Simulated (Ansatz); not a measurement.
# Ag(111) with 4 layers of random Ag-Rh, 2x2: scattering by chemical disorder

Wanted: resistance against the alloy's length, first Ag(111) with 4 layers of random Ag-Rh, 2x2.

Program: Ansatz 0.2.0. Level of theory: Ansatz plane-wave DFT, PBE, PAW files; ballistic transport by layer matching (Landauer), zero bias; PAW set soft_1. Results are calculated unless marked as measured.

## 1. The structure

The cell holds 40 atoms: 36 Ag and 4 Rh. Its edges and angles: a = 5.779 Å, b = 5.779 Å, c = 23.651 Å, α = 93.5°, β = 86.5°, γ = 120.0°. It derives from Ag. Regions: lead, 24 atoms (24 Ag); scattering region, 16 atoms (4 Rh and 12 Ag). The structure is stacked along c, and the current runs across the ab planes.

## 2. With 4 alloy layers

In 4 layers a share of 0.25 of the sites is given to Rh at random. The layers about the cell's end stay perfect and serve as the lead. Disorder leaves little or no symmetry, which makes such runs dear. Energies from -0.05 to 0.05 eV in steps of 0.05 eV are too few for the program's thermal sum, so it prints no conductance; for a metal the transmission near the Fermi level serves, at a fraction of the cost.

input.yaml reads:

```yaml
crystal:
  lattice:
    - [5.7787594586, 0.0, 0.0]
    - [-2.8893797293, 5.0045524935, 0.0]
    - [1.4446898646, -0.8340920822, 23.5916866996]
  atoms:
    - { symbol: Ag, position: [0.9916666667, 0.0083333333, 0.05] }
    - { symbol: Ag, position: [0.9916666667, 0.5083333333, 0.05] }
    - { symbol: Ag, position: [0.4916666667, 0.0083333333, 0.05] }
    - { symbol: Ag, position: [0.4916666667, 0.5083333333, 0.05] }
    - { symbol: Ag, position: [0.1416666667, 0.3583333333, 0.15] }
    - { symbol: Ag, position: [0.1416666667, 0.8583333333, 0.15] }
    - { symbol: Ag, position: [0.6416666667, 0.3583333333, 0.15] }
    - { symbol: Ag, position: [0.6416666667, 0.8583333333, 0.15] }
    - { symbol: Ag, position: [0.2916666667, 0.2083333333, 0.25] }
    - { symbol: Ag, position: [0.2916666667, 0.7083333333, 0.25] }
    - { symbol: Ag, position: [0.7916666667, 0.2083333333, 0.25] }
    - { symbol: Ag, position: [0.7916666667, 0.7083333333, 0.25] }
    - { symbol: Rh, position: [0.9416666667, 0.0583333333, 0.35] }
    - { symbol: Ag, position: [0.9416666667, 0.5583333333, 0.35] }
    - { symbol: Ag, position: [0.4416666667, 0.0583333333, 0.35] }
    - { symbol: Ag, position: [0.4416666667, 0.5583333333, 0.35] }
    - { symbol: Ag, position: [0.0916666667, 0.4083333333, 0.45] }
    - { symbol: Ag, position: [0.0916666667, 0.9083333333, 0.45] }
    - { symbol: Rh, position: [0.5916666667, 0.4083333333, 0.45] }
    - { symbol: Ag, position: [0.5916666667, 0.9083333333, 0.45] }
    - { symbol: Ag, position: [0.2416666667, 0.2583333333, 0.55] }
    - { symbol: Ag, position: [0.2416666667, 0.7583333333, 0.55] }
    - { symbol: Ag, position: [0.7416666667, 0.2583333333, 0.55] }
    - { symbol: Ag, position: [0.7416666667, 0.7583333333, 0.55] }
    - { symbol: Rh, position: [0.8916666667, 0.1083333333, 0.65] }
    - { symbol: Ag, position: [0.8916666667, 0.6083333333, 0.65] }
    - { symbol: Ag, position: [0.3916666667, 0.1083333333, 0.65] }
    - { symbol: Rh, position: [0.3916666667, 0.6083333333, 0.65] }
    - { symbol: Ag, position: [0.0416666667, 0.4583333333, 0.75] }
    - { symbol: Ag, position: [0.0416666667, 0.9583333333, 0.75] }
    - { symbol: Ag, position: [0.5416666667, 0.4583333333, 0.75] }
    - { symbol: Ag, position: [0.5416666667, 0.9583333333, 0.75] }
    - { symbol: Ag, position: [0.1916666667, 0.3083333333, 0.85] }
    - { symbol: Ag, position: [0.1916666667, 0.8083333333, 0.85] }
    - { symbol: Ag, position: [0.6916666667, 0.3083333333, 0.85] }
    - { symbol: Ag, position: [0.6916666667, 0.8083333333, 0.85] }
    - { symbol: Ag, position: [0.8416666667, 0.1583333333, 0.95] }
    - { symbol: Ag, position: [0.8416666667, 0.6583333333, 0.95] }
    - { symbol: Ag, position: [0.3416666667, 0.1583333333, 0.95] }
    - { symbol: Ag, position: [0.3416666667, 0.6583333333, 0.95] }
kpoints:
  mp_grid: { grid: [4, 4, 1] }
hamiltonian:
  xc: pbe
  pseudopotentials: { kind: paw, azcp: { folder: soft_1 } }
scf:
  occupations: { method: fermi_dirac, width: 0.1 }
output:
  transmission: { leads: [[0, 4]], kmesh: [8, 8], e_range: [-0.05, 0.05], de: 0.05 }
  write_potential: true
  write_density: true
  volumetric_format: npy
```

The run is started by

```bash
> ansatz run input.yaml --threads 4 --pin off --max-ram 15360MiB --backend cpu --events-out ev --progress --plain --runs-dir out
```

Numbers of over 12 decimals in the logs are rounded to 6 here.

The program printed:

```text
Engine: ansatz 0.2.0, aarch64-unknown-linux-gnu
Pseudopotentials: kind: paw
Pseudopotential: Ag, paw, valence charge 19, recommended cutoff 420 eV (normal), soft_1/Ag.paw.azcp
Pseudopotential: Rh, paw, valence charge 17, recommended cutoff 420 eV (normal), soft_1/Rh.paw.azcp
Functional definition: PBE
  parameter kappa = 0.804
  parameter beta = 0.066725
  exchange = pbe_x(kappa = kappa, mu = beta*pi^2/3)
  correlation = pbe_c(beta = beta)
Crystal: 40 atoms, lattice volume = 682.274 Å³
Basis set: ecut = 420 eV, 13363 PW (Γ)
Bands: 452, of which v1, the nominal top of the filled ones, is band 376 counted from 1 (375 counted from 0)
Symmetry: 2 space group operations
Space group: Cm (ITA 8), of the structure as read, at distance tolerance 8.8e-5 Å
k-points: 7 of 16 (time reversal used)
Non-local potential: Ag, projectors of the file, l = 0: 3, l = 1: 2, l = 2: 2, l = 3: 1
Non-local potential: Rh, projectors of the file, l = 0: 3, l = 1: 2, l = 2: 2, l = 3: 1
PAW form: soft (Blöchl's): semilocal exchange-correlation on the pseudo side does not see the compensation charge
PAW one-centre angular grid: Ag, 590 points (default); XC on 64 Gauss nodes
PAW one-centre angular grid: Rh, 590 points (default); XC on 64 Gauss nodes
Initial density: superposition of atomic densities (chi_scale 0.1, normalization cell, long waves of neutral atoms (reshape's long-wave potential 3.74 eV rms, cloud 2.87 Å wide))
Initial wavefunctions: pseudopotential atomic-orbital guess
Functional: x = pbe(κ = 0.804, μ = 0.219515), c = pbe(β = 0.066725)
SCF iter   1: F=—  HF=-298884.201802 eV  |F-HF|=—  |Δ(HF+E_count)|=         —  Δρ=9.92e-2  dr2=1.54e2  ethr=3.10e-3  ⟨swp⟩=4.0  Hψ=9384  notcnv=0  defer=63
preconditioner: auto → Kerker (q_TF=auto, 2.773 Å⁻¹)  [metal: Δε(μ)=0.012 eV  Ē_g=9.903 eV  σ=0.100 eV  W_gap=0.03  n_scr=260 (ndim 8)  ℏωp=29.5 eV  f_vac=0.000  D(μ)=18.21/eV (n_scr^D=110)]
SCF iter   2: F=—  HF=-298873.787480 eV  |F-HF|=—  |Δ(HF+E_count)|=    1.04e1  Δρ=5.00e-2  dr2=4.25e1  ethr=3.10e-3  ⟨swp⟩=2.7  Hψ=5975  notcnv=0  defer=351
SCF iter   3: F=—  HF=-298870.756503 eV  |F-HF|=—  |Δ(HF+E_count)|=    3.03e0  Δρ=1.36e-2  dr2=5.77e0  ethr=3.10e-3  ⟨swp⟩=2.0  Hψ=3170  notcnv=0  defer=351
SCF iter   4: F=—  HF=-298870.696878 eV  |F-HF|=—  |Δ(HF+E_count)|=   5.96e-2  Δρ=3.89e-3  dr2=8.52e-1  ethr=7.67e-4  ⟨swp⟩=1.6  Hψ=3656  notcnv=0  defer=351
SCF iter   5: F=—  HF=-298870.697786 eV  |F-HF|=—  |Δ(HF+E_count)|=   9.08e-4  Δρ=1.46e-3  dr2=1.80e-1  ethr=1.13e-4  ⟨swp⟩=1.0  Hψ=2792  notcnv=0  defer=351
SCF iter   6: F=—  HF=-298870.693141 eV  |F-HF|=—  |Δ(HF+E_count)|=   4.64e-3  Δρ=5.71e-4  dr2=4.82e-2  ethr=2.40e-5  ⟨swp⟩=1.0  Hψ=2792  notcnv=0  defer=351
SCF iter   7: F=—  HF=-298870.692163 eV  |F-HF|=—  |Δ(HF+E_count)|=   9.78e-4  Δρ=2.73e-4  dr2=3.21e-3  ethr=6.40e-6  ⟨swp⟩=1.0  Hψ=2792  notcnv=0  defer=351
SCF iter   8: F=—  HF=-298870.692119 eV  |F-HF|=—  |Δ(HF+E_count)|=   4.36e-5  Δρ=1.22e-4  dr2=3.09e-4  ethr=4.27e-7  ⟨swp⟩=1.0  Hψ=2792  notcnv=0  defer=351
SCF iter   9: F=—  HF=-298870.692092 eV  |F-HF|=—  |Δ(HF+E_count)|=   2.75e-5  Δρ=2.97e-5  dr2=1.47e-5  ethr=4.11e-8  ⟨swp⟩=2.0  Hψ=4482  notcnv=0  defer=351
SCF iter  10: F=—  HF=-298870.692242 eV  |F-HF|=—  |Δ(HF+E_count)|=   1.51e-4  Δρ=1.44e-5  dr2=3.02e-6  ethr=1.96e-9  ⟨swp⟩=2.0  Hψ=4726  notcnv=0  defer=354
SCF iter  11: F=—  HF=-298870.692242 eV  |F-HF|=—  |Δ(HF+E_count)|=   3.13e-7  Δρ=3.82e-6  dr2=7.22e-7  ethr=4.01e-10  ⟨swp⟩=2.0  Hψ=5110  notcnv=0  defer=354
SCF iter  12: F=-298870.692242 eV  HF=-298870.692242 eV  |F-HF|=8.71e-8  |Δ(HF+E_count)|=   2.75e-8  Δρ=1.15e-6  dr2=9.21e-8  ethr=1.33e-11  ⟨swp⟩=7.3  Hψ=11714  notcnv=0
SCF 1 converged in 12 iterations: F = -298870.692242 eV  dr2 = 9.21e-8
  greatest PAW one-centre occupation: 1.001 electrons in one spin orbital (limit 2), on the Ag atom at site 26 (counted from 0), in its partial waves of l = 0
transmission: 72 of 693 steps passed
transmission: 144 of 693 steps passed
[...]
transmission: 693 of 693 steps passed
SCF converged after 12 iterations
Free energy (F): -298870.692242 eV
Harris-Foulkes:  -298870.692242 eV  (|F-HF|=8.71e-8)
Internal energy: -298870.041141 eV  (E = F + TS)
E sigma→0 (E₀):  -298870.366691 eV
Entropy (-TS):   -0.651101 eV (-16.278 meV/atom)
Fermi energy:    17.028478 eV
--- Per-component energies (eV) ---
  E_band       = -9152.359022
  E_kinetic    = 18977.033889
  E_local      = -82353.668486  (includes V_loc(G=0)·N_el)
  E_nonlocal   = 2345.452386
  E_hartree    = 39642.366880
  E_xc         = -6528.867231
  E_vxc        = -8254.840827  (∫ρ·V_xc dr)
  E_paw        = -156804.462344  (= ΣΔE_a)
  E_vpaw       = -19151.084334  (= ΣTr[D̂ρ^β])
  E_aug_tail   = 0.014391  (compensation charges beyond the density's cutoff)
  E_ewald      = -114147.910628
  E_smearing   = -0.651101  (= −TS)
  E_closure    = -0.000000  (closes the sum)
  Σ components = -298870.692242   (vs F -298870.692242, Δ=0.00e0)
--- Band table (eV; the first three rows and the last of 7) ---
  k-point 0: bands = [... 372 lower, 17.1432, 17.2174, 17.2894, 17.5085, 17.5292, 17.8665, 17.8840, 17.8911, ... 72 higher]
  k-point 1: bands = [... 372 lower, 16.7783, 16.8279, 16.9250, 17.0686, 17.1136, 17.1439, 17.2128, 17.4305, ... 72 higher]
  k-point 2: bands = [... 372 lower, 16.6518, 16.6643, 16.7048, 16.9540, 17.0309, 17.1087, 17.3238, 17.6966, ... 72 higher]
  k-point 6: bands = [... 372 lower, 16.6274, 16.7515, 16.8273, 16.9006, 16.9650, 17.0473, 17.1620, 17.7602, ... 72 higher]
--- Transmission ---
  basis      : 253 plane waves across, 33 finite elements along
  points     : 21, standing for a mesh of 8 x 8
  energies   : 3 from -0.050000 to 0.050000 eV about the Fermi level, 0.050000 eV apart; the leads are filled to 0.000000 eV, and channels, transmission and decay are at 0.000000 eV
  crystal 0  : Ag4, at the sites [0, 4], period 2.3592 Å, over 14.16 Å; its Hamiltonian steps by up to 45.4 meV: too much for a lead, lay more layers or, if its atoms are ordered, name the step of that order
    offset         : up to 0.0000 Å between an atom of the period and one for which it stands
    channels       : 3.140625e0 a spin
    conductance    : none, the energies end too early or step too widely for 300 K: set another output.transmission.e_range or a lower de, or, where they end at an eighth of basis.ecutwfc, a higher one
  junction   : crystal 0 to crystal 0, 0.70 to 21.93 Å
    transmission   : 1.489263e0 a spin
    conductance    : none, the energies end too early or step too widely for 300 K: set another output.transmission.e_range or a lower de, or, where they end at an eighth of basis.ecutwfc, a higher one
```

Elapsed: 5.4 min, on 4 threads of Arm Neoverse V1, shared host; peak memory 5.8 GiB.

This step gave:

```
free energy                                    : -298870.6922 eV
energy at zero smearing                        : -298870.3667 eV
Fermi energy                                   : 17.03 eV
cell area                                      : 28.92 Å²
transmission per spin nearest the Fermi level  : 1.489
open channels per spin nearest the Fermi level : 3.141
step of the lead's potential                   : 45.4 meV
```

Per spin. The transmission, zone mean by energy, zero at the Fermi level:

| energy (eV) | transmission, zone mean |
| --- | --- |
| -0.0500 | 1.53 |
| 0.0000 | 1.49 |
| 0.0500 | 1.64 |

Per spin. The open channels, zone mean, lead by energy, zero at the Fermi level:

| energy (eV) | open channels, zone mean, lead |
| --- | --- |
| -0.0500 | 3.33 |
| 0.0000 | 3.14 |
| 0.0500 | 3.23 |

Transmission over k1 and k2. At 0.0000 eV from the Fermi level.

Ten even steps from '0' (1.02) to '9' (2.27):
```
12541200
85453490
34520742
11303031
32470254
80943545
10021452
31831381
```
Columns: k1 (b1) from -0.5 to 0.375; rows upwards: k2 (b2) from -0.5 to 0.375.

Open channels over k1 and k2. At 0.0000 eV from the Fermi level.

Ten even steps from '_' (2.00) to '@' (4.00):
```
++@@++++@@++____
++++@@++@@++++__
++++++++++++++++
@@@@@@++++++@@@@
++++++++++++++++
++__++++@@++@@++
++____++@@++++@@
@@++++++@@++++++
```
Columns: k1 (b1) from -0.5 to 0.375; rows upwards: k2 (b2) from -0.5 to 0.375.

Over the solved energies the transmission per spin lies between 1.49 and 1.64, out of 3.23 channels of the lead on average (up to 3.33). The log calls the step of a lead's potential too much.

## 3. With 8 alloy layers

In 8 layers a share of 0.25 of the sites is given to Rh at random. A fresh draw is used; the growth of the resistance with length is what counts.

System of this step: Ag(111) with 8 layers of random Ag-Rh, 2x2. The cell holds 56 atoms: 48 Ag and 8 Rh. Cell: a = 5.779 Å, b = 5.779 Å, c = 33.070 Å, α = 87.5°, β = 92.5°, γ = 120.0°. It derives from Ag. Regions: lead, 24 atoms (24 Ag); scattering region, 32 atoms (24 Ag and 8 Rh). The structure is stacked along c, and the current runs across the ab planes.

input.yaml reads:

```yaml
crystal:
  lattice:
    - [5.7787594586, 0.0, 0.0]
    - [-2.8893797293, 5.0045524935, 0.0]
    - [-1.4446898646, 0.8340920822, 33.0283613795]
  atoms:
    - { symbol: Ag, position: [0.005952381, 0.994047619, 0.0357142857] }
    - { symbol: Ag, position: [0.005952381, 0.494047619, 0.0357142857] }
    - { symbol: Ag, position: [0.505952381, 0.994047619, 0.0357142857] }
    - { symbol: Ag, position: [0.505952381, 0.494047619, 0.0357142857] }
    - { symbol: Ag, position: [0.1845238095, 0.3154761905, 0.1071428571] }
    - { symbol: Ag, position: [0.1845238095, 0.8154761905, 0.1071428571] }
    - { symbol: Ag, position: [0.6845238095, 0.3154761905, 0.1071428571] }
    - { symbol: Ag, position: [0.6845238095, 0.8154761905, 0.1071428571] }
    - { symbol: Ag, position: [0.3630952381, 0.1369047619, 0.1785714286] }
    - { symbol: Ag, position: [0.3630952381, 0.6369047619, 0.1785714286] }
    - { symbol: Ag, position: [0.8630952381, 0.1369047619, 0.1785714286] }
    - { symbol: Ag, position: [0.8630952381, 0.6369047619, 0.1785714286] }
    - { symbol: Ag, position: [0.0416666667, 0.9583333333, 0.25] }
    - { symbol: Ag, position: [0.0416666667, 0.4583333333, 0.25] }
    - { symbol: Ag, position: [0.5416666667, 0.9583333333, 0.25] }
    - { symbol: Ag, position: [0.5416666667, 0.4583333333, 0.25] }
    - { symbol: Ag, position: [0.2202380952, 0.2797619048, 0.3214285714] }
    - { symbol: Ag, position: [0.2202380952, 0.7797619048, 0.3214285714] }
    - { symbol: Ag, position: [0.7202380952, 0.2797619048, 0.3214285714] }
    - { symbol: Ag, position: [0.7202380952, 0.7797619048, 0.3214285714] }
    - { symbol: Ag, position: [0.3988095238, 0.1011904762, 0.3928571429] }
    - { symbol: Rh, position: [0.3988095238, 0.6011904762, 0.3928571429] }
    - { symbol: Ag, position: [0.8988095238, 0.1011904762, 0.3928571429] }
    - { symbol: Ag, position: [0.8988095238, 0.6011904762, 0.3928571429] }
    - { symbol: Rh, position: [0.0773809524, 0.9226190476, 0.4642857143] }
    - { symbol: Ag, position: [0.0773809524, 0.4226190476, 0.4642857143] }
    - { symbol: Ag, position: [0.5773809524, 0.9226190476, 0.4642857143] }
    - { symbol: Rh, position: [0.5773809524, 0.4226190476, 0.4642857143] }
    - { symbol: Rh, position: [0.255952381, 0.244047619, 0.5357142857] }
    - { symbol: Ag, position: [0.255952381, 0.744047619, 0.5357142857] }
    - { symbol: Ag, position: [0.755952381, 0.244047619, 0.5357142857] }
    - { symbol: Ag, position: [0.755952381, 0.744047619, 0.5357142857] }
    - { symbol: Ag, position: [0.4345238095, 0.0654761905, 0.6071428571] }
    - { symbol: Ag, position: [0.4345238095, 0.5654761905, 0.6071428571] }
    - { symbol: Ag, position: [0.9345238095, 0.0654761905, 0.6071428571] }
    - { symbol: Ag, position: [0.9345238095, 0.5654761905, 0.6071428571] }
    - { symbol: Ag, position: [0.1130952381, 0.8869047619, 0.6785714286] }
    - { symbol: Rh, position: [0.1130952381, 0.3869047619, 0.6785714286] }
    - { symbol: Ag, position: [0.6130952381, 0.8869047619, 0.6785714286] }
    - { symbol: Ag, position: [0.6130952381, 0.3869047619, 0.6785714286] }
    - { symbol: Rh, position: [0.2916666667, 0.2083333333, 0.75] }
    - { symbol: Ag, position: [0.2916666667, 0.7083333333, 0.75] }
    - { symbol: Rh, position: [0.7916666667, 0.2083333333, 0.75] }
    - { symbol: Rh, position: [0.7916666667, 0.7083333333, 0.75] }
    - { symbol: Ag, position: [0.4702380952, 0.0297619048, 0.8214285714] }
    - { symbol: Ag, position: [0.4702380952, 0.5297619048, 0.8214285714] }
    - { symbol: Ag, position: [0.9702380952, 0.0297619048, 0.8214285714] }
    - { symbol: Ag, position: [0.9702380952, 0.5297619048, 0.8214285714] }
    - { symbol: Ag, position: [0.1488095238, 0.8511904762, 0.8928571429] }
    - { symbol: Ag, position: [0.1488095238, 0.3511904762, 0.8928571429] }
    - { symbol: Ag, position: [0.6488095238, 0.8511904762, 0.8928571429] }
    - { symbol: Ag, position: [0.6488095238, 0.3511904762, 0.8928571429] }
    - { symbol: Ag, position: [0.3273809524, 0.1726190476, 0.9642857143] }
    - { symbol: Ag, position: [0.3273809524, 0.6726190476, 0.9642857143] }
    - { symbol: Ag, position: [0.8273809524, 0.1726190476, 0.9642857143] }
    - { symbol: Ag, position: [0.8273809524, 0.6726190476, 0.9642857143] }
kpoints:
  mp_grid: { grid: [4, 4, 1] }
hamiltonian:
  xc: pbe
  pseudopotentials: { kind: paw, azcp: { folder: soft_1 } }
scf:
  occupations: { method: fermi_dirac, width: 0.1 }
output:
  transmission: { leads: [[0, 4]], kmesh: [8, 8], e_range: [-0.05, 0.05], de: 0.05 }
  write_potential: true
  write_density: true
  volumetric_format: npy
```

The program printed:

```text
[...]
Crystal: 56 atoms, lattice volume = 955.184 Å³
Basis set: ecut = 420 eV, 18759 PW (Γ)
Bands: 629, of which v1, the nominal top of the filled ones, is band 524 counted from 1 (523 counted from 0)
Symmetry: 1 space group operations
[...]
k-points: 10 of 16 (time reversal used)
[...]
SCF iter   1: F=—  HF=-415591.583975 eV  |F-HF|=—  |Δ(HF+E_count)|=         —  Δρ=1.14e-1  dr2=4.51e2  ethr=3.10e-3  ⟨swp⟩=4.0  Hψ=18655  notcnv=0  defer=169
[...]
SCF iter  13: F=-415567.207231 eV  HF=-415567.207232 eV  |F-HF|=8.06e-8  |Δ(HF+E_count)|=   5.90e-8  Δρ=1.41e-6  dr2=9.22e-8  ethr=9.54e-12  ⟨swp⟩=8.1  Hψ=24006  notcnv=0
SCF 1 converged in 13 iterations: F = -415567.207231 eV  dr2 = 9.22e-8
[...]
transmission: 168 of 1598 steps passed
transmission: 327 of 1598 steps passed
[...]
transmission: 1598 of 1598 steps passed
SCF converged after 13 iterations
Free energy (F): -415567.207231 eV
[...]
Internal energy: -415566.062456 eV  (E = F + TS)
E sigma→0 (E₀):  -415566.634844 eV
Entropy (-TS):   -1.144775 eV (-20.442 meV/atom)
Fermi energy:    17.032852 eV
[...]
--- Band table (eV; the first three rows and the last of 10) ---
  k-point 0: bands = [... 520 lower, 17.1414, 17.2714, 17.2999, 17.3739, 17.5748, 17.5934, 17.6237, 17.6433, ... 101 higher]
  k-point 1: bands = [... 520 lower, 16.9062, 16.9303, 16.9660, 17.0136, 17.0821, 17.1259, 17.2463, 17.2746, ... 101 higher]
  k-point 2: bands = [... 520 lower, 16.7331, 16.7625, 16.8334, 16.8889, 16.9344, 17.0104, 17.1926, 17.2158, ... 101 higher]
  k-point 9: bands = [... 520 lower, 16.7852, 16.8321, 16.8784, 16.9114, 16.9375, 17.0384, 17.0734, 17.1338, ... 101 higher]
--- Transmission ---
  basis      : 253 plane waves across, 47 finite elements along
  points     : 34, standing for a mesh of 8 x 8
[...]
channels       : 3.234375e0 a spin
[...]
junction   : crystal 0 to crystal 0, 3.06 to 33.73 Å
    transmission   : 1.198896e0 a spin
[...]
```

It took 15 min on 4 threads; peak memory 10 GiB; 52 min of CPU time.

This step gave:

```yaml
free_energy: -415567.2072 eV
energy_at_zero_smearing: -415566.6348 eV
transmission_per_spin_nearest_the_fermi_level: 1.199
open_channels_per_spin_nearest_the_fermi_level: 3.234
step_of_the_lead_s_potential: 22.3 meV
```

Per spin. The transmission, zone mean by energy, zero at the Fermi level:

| energy (eV) | transmission, zone mean |
| --- | --- |
| -0.0500 | 1.11 |
| 0.0000 | 1.20 |
| 0.0500 | 1.25 |

Over the solved energies the transmission per spin lies between 1.11 and 1.25, out of 3.23 channels of the lead on average (up to 3.23).

[end of part 1 of 2]

[Logs are printed without paths, hosts, clocks, repeated set-up lines and the standing remarks that a program may print on its own settings, such as how far it seeks lower states.]

[Hosts, paths, dates, database ids (printed as entryN), source tags and the programs' standing remarks are cut or masked in the printed files.]
